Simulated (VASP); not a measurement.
Here is a VASP 6.6.1 calculation.

File INCAR:

```
SYSTEM = CdSe
PREC = Accurate
ENCUT = 520
EDIFF = 1E-6
ISMEAR = 0
SIGMA = 0.05
LREAL = .FALSE.
LASPH = .TRUE.
NELM = 80
ALGO = Normal
ISIF = 2
LWAVE = .FALSE.
LCHARG = .FALSE.
GGA = PS
NBANDS = 16
```

Contents of KPOINTS:

```
regular mesh
0
G
  10 10 10
  0 0 0
```

The input POSCAR:

```
CdSe
1.0
    0.0000000000      3.0413096065      3.0413096065
    3.0413096065      0.0000000000      3.0413096065
    3.0413096065      3.0413096065      0.0000000000
Cd Se
1 1
Direct
    0.0000000000      0.0000000000      0.0000000000
    0.7500000000      0.7500000000      0.7500000000
```

Potentials or basis: VASP PAW PBE potentials, release 64 (Cd, Se).

The run is started by

```sh
$ cat potpaw_PBE.64/Cd/POTCAR potpaw_PBE.64/Se/POTCAR > POTCAR
$ mpirun -np 1 vasp_std > vasp.out
```

**Question.** Estimate the band gap on the k mesh.

**Answer.** 0.48 eV, direct.

**Question.** Estimate the pressure.

**Answer.** 0.3 GPa.

Caveat: the PAW data sets were made with another functional, which shifts forces and pressure a little. As with any semilocal functional, this PBEsol gap is likely too small.
